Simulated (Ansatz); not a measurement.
## ZnO: changing the share of exact exchange

The structure is hexagonal, space group P6_3mc (No. 186). Conventional cell: a = 3.249 Å, b = 3.249 Å, c = 5.206 Å, α = 90.00°, β = 90.00°, γ = 120.00°. Zn (site symmetry 3m) has 4 O at 1.97 to 1.98 Å as nearest neighbours. O (site symmetry 3m) is surrounded by 4 Zn at 1.97 to 1.98 Å.

Kept alike: task single point; k mesh 5 × 5 × 3; occupations fermi-dirac, width 0.05 eV; no spin polarisation. Program: Ansatz, Ansatz PAW, cutoff 420 eV. The mesh is that of the run's cell of 4 atoms. No spin-orbit coupling.

```tsv
share of exact exchange, α	pressure (GPa)
0	4.89
0.1	3.06
0.15	2.19
0.25	?
0.35	-1.04
0.5	-3.22
```

The k mesh is coarse, so the values aren't converged. Pressure is positive in compression, with a Pulay correction for the finite cutoff. All rows use potentials made for PBE. The mesh is thin for exact exchange.

**Question.** Fit the rows shown and predict the run at 0.25.

**Answer.** A least-squares parabola through the rows shown is pressure = 4.981 α² - 18.695 α + 4.885 (largest miss 0.008); at α = 0.25 it gives 0.52 GPa. The run gave: pressure 0.52 GPa.
